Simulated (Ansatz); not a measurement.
# MoSe (zincblende): which electronic and magnetic state is lowest

The task here is to estimate one member of a computed series from the others.

Method: DFT r²SCAN, scalar-relativistic, plane waves, PAW, in Ansatz 0.2.0.

1 further run of the same task is left out (it didn't finish). Runs told in other sessions of the task aren't counted.

**Starting point**

The structure is cubic, space group F-43m (No. 216). The conventional cell has a = 5.663 Å, b = 5.663 Å, c = 5.663 Å, α = 90.00°, β = 90.00°, γ = 90.00°. Mo (site symmetry -43m) is surrounded by 4 Se at 2.45 Å. Se (site symmetry -43m) is surrounded by 4 Mo at 2.45 Å.

Structure file:

```xyz
2
Lattice="0.0000 2.8314 2.8314 2.8314 0.0000 2.8314 2.8314 2.8314 0.0000" Properties=species:S:1:pos:R:3 pbc="T T T"
Mo    0.0000    0.0000    0.0000
Se    1.4157    1.4157    1.4157
```

An earlier run at r²SCAN left this cell at 22.700 Å³/atom and 0.00 GPa (10×10×10 mesh), no gap, spin moments in the atoms' spheres Mo 0.93 μB.

The first run:

The input, input.yaml:

```yaml
crystal:
  lattice:
    - [0.0, 2.8314484773, 2.8314484773]
    - [2.8314484773, 0.0, 2.8314484773]
    - [2.8314484773, 2.8314484773, 0.0]
  atoms:
    - { symbol: Mo, position: [0.0, 0.0, 0.0] }
    - { symbol: Se, position: [0.25, 0.25, 0.25] }
basis:
  ecutwfc: 500
  ecutrho_ratio: 4
kpoints:
  mp_grid: { grid: [10, 10, 10] }
hamiltonian:
  xc: r2scan
scf:
  occupations: { method: gaussian, width: 0.05 }
output:
  forces: true
  stress: true
  eigenvalues: true
```

Run with:

```
$ ansatz run input.yaml --threads 2 --pin off --max-ram 2662MiB --backend cpu --events-out ev --progress --plain --runs-dir out
```

Steps of the session up to this table: No spin polarisation; Antiferromagnetic, doubled cell, propagation vector (0, 0, 1/2); Antiferromagnetic, doubled cell, propagation vector (0, 1/2, 1/2); Small parallel starting moments.

One of the session's tables, all rows but one given; the rest of the session is left out.

It belongs to the step «The magnetic starts side by side». 

```
                                                            start  from the base state (meV/atom)
                                                    ferromagnetic                             0.0
                                             no spin polarisation                            73.3
  antiferromagnetic, doubled cell, propagation vector (0, 0, 1/2)                             9.4
antiferromagnetic, doubled cell, propagation vector (0, 1/2, 1/2)                               ?
                                  small parallel starting moments                             0.0
```

Estimate the missing values for antiferromagnetic, doubled cell, propagation vector (0, 1/2, 1/2).

The run gave: from the base state (meV/atom): 7.7. In the column «from the base state (meV/atom)» it lies between small parallel starting moments (0.0) and antiferromagnetic, doubled cell, propagation vector (0, 0, 1/2) (9.4).

Propagation vectors are in units of the typed cell's reciprocal vectors.

To keep in mind: Only a few orders and starts were tried, so a lower state isn't excluded. Warnings in the runs' records: stability check not made.
